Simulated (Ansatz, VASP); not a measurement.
# Two plane-wave programs on NaF

File INCAR:

```
SYSTEM = NaF
ALGO     = Normal         ! electronic algorithm
EDIFF    = 1E-6           ! SCF threshold, eV
ENCUT    = 520            ! plane-wave cutoff, eV
GGA      = PS             ! functional
ISIF     = 2              ! what is computed and relaxed
ISMEAR   = 0              ! smearing method
LASPH    = .True.         ! aspherical terms in the spheres
LCHARG   = .False.        ! write CHGCAR
LREAL    = .False.        ! projectors in reciprocal space
LWAVE    = .False.        ! write WAVECAR
NBANDS   = 14             ! bands
NELM     = 100            ! most SCF steps
PREC     = Accurate       ! precision mode
SIGMA    = 0.05           ! smearing width, eV
```

File KPOINTS:

```
k-points
0
Gamma
  8 8 8
  0 0 0
```

The input POSCAR:

```
NaF
1.0
    0.0000000000      2.3233000000      2.3233000000
    2.3233000000      0.0000000000      2.3233000000
    2.3233000000      2.3233000000      0.0000000000
Na F
1 1
Direct
    0.0155315249      0.0155315249      0.0155315249
    0.5000000000      0.5000000000      0.5000000000
```

Input for Ansatz:

```yaml
crystal:
  lattice:
    - [0.0, 2.3233, 2.3233]
    - [2.3233, 0.0, 2.3233]
    - [2.3233, 2.3233, 0.0]
  atoms:
    - { symbol: Na, position: [0.0155315249, 0.0155315249, 0.0155315249] }
    - { symbol: F, position: [0.5, 0.5, 0.5] }
basis:
  ecutwfc: 420
kpoints:
  mp_grid: { grid: [8, 8, 8] }
hamiltonian:
  xc: pbesol
scf:
  occupations: { method: gaussian, width: 0.05 }
output:
  forces: true
  stress: true
  eigenvalues: true
```

Change from the starting cell: all Na atoms moved +0.125 Å, as atom 1 along Cartesian [1 1 1].

Alike in both runs: task single point; functional PBEsol; k mesh 8 × 8 × 8; occupations gaussian, width 0.05 eV; no spin polarisation.

|  | VASP | Ansatz |
| --- | --- | --- |
| version | VASP 6.6.1 | Ansatz 0.2.0 |
| potentials or method | VASP PAW PBE potentials, release 64 (Na_pv, F) | scalar-relativistic, plane waves, PAW |
| plane-wave cutoff (eV) | 520 | 420 |
| valence electrons in the cell | 14 | 16 |

VASP gave:

```
gap on the k mesh at the Fermi level (eV)       : 6.12
least direct gap on the mesh (eV)               : 6.12
pressure (GPa)                                  : -0.2
largest component of the traceless stress (GPa) : 0.13
rms of the force components (eV/Å)              : 0.156
```

Which values does Ansatz return?

gap on the k mesh at the Fermi level (eV): 6.14; least direct gap on the mesh (eV): 6.14; pressure (GPa): -0.1; largest component of the traceless stress (GPa): 0.12; rms of the force components (eV/Å): 0.149.

Atom by atom the forces differ by 0.007 eV/Å (rms over components). The two sets of potentials don't hold the same shells in valence.

Caveats: the PAW data sets were made with another functional, which shifts forces and pressure a little (VASP).
